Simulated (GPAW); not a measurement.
## W: equation of state with PBE

W:

```xyz
1
Lattice="-1.5823 1.5823 1.5823 1.5823 -1.5823 1.5823 1.5823 1.5823 -1.5823" Properties=species:S:1:pos:R:3 pbc="T T T"
W     0.0000    0.0000    0.0000
```

* Program: GPAW 26.7.0
* Task: equation of state
* Functional: PBE
* Potentials or basis: GPAW PAW data sets (gpaw-data 1.2.1)
* Cutoff: 600 eV
* Basis: pw
* k mesh: 12 × 12 × 12
* Occupations: fermi-dirac, width 0.05 eV
* Spin: no spin polarisation

- Equilibrium volume: 16.13 Å³/atom
- Bulk modulus: 302 GPa
- Pressure derivative of the bulk modulus: 3.8

Energy against volume, from the lowest point:
```tsv
volume (Å³/atom)	energy (meV/atom)
14.897	101.57
15.214	54.33
15.531	22.57
15.848	4.88
16.165	0.00
16.482	6.76
16.798	24.10
```

Run time: 59 s on 1 thread of Intel(R) Xeon(R) Platinum 8488C (Sapphire Rapids), on a shared host, peak memory 0.2 GiB.

The run has no spin-orbit coupling, so splittings on W are missing. Zero-point motion and thermal expansion aren't in these numbers.
